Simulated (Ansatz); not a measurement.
## CsBr in Ansatz: the effect of functional

Crystal: CsBr.

```
CELL_PARAMETERS angstrom
4.29659 0.00000 0.00000
0.00000 4.29659 0.00000
0.00000 0.00000 4.29659
ATOMIC_POSITIONS crystal
Cs 0.00000 0.00000 0.00000
Br 0.50000 0.50000 0.50000
```

The cell comes from a database or a generator and needn't be the stable form of this composition.

The cell isn't the ideal one: volume scaled by 0.98.

Alike in all runs:

| Item | Value |
| --- | --- |
| Program | Ansatz 0.2.0 |
| Task | single point |
| Potentials or basis | Ansatz PAW |
| k mesh | 6 × 6 × 6 |
| Occupations | fermi-dirac, width 0.05 eV |
| Spin | no spin polarisation |

```csv
functional,cutoff,gap on the mesh (eV),pressure (GPa)
r2SCAN,500 eV (not typed: the program's choice for these potentials),5.27,0.3
LDA,420 eV (not typed: the program's choice for these potentials),4.11,-1.8
PBEsol,420 eV (not typed: the program's choice for these potentials),?,?
```

Question: What does the run with functional PBEsol give?

Answer: gap on the mesh 4.31 eV; pressure -0.5 GPa.

Caveats: spin-orbit coupling is left out, which moves the levels of the heavy elements; the PAW data sets come from PBE, with cores solved anew for the run's functional, which leaves a small shift of forces and pressure.

A k mesh can miss the band edges.

Runs at the PBE level aren't shown here.
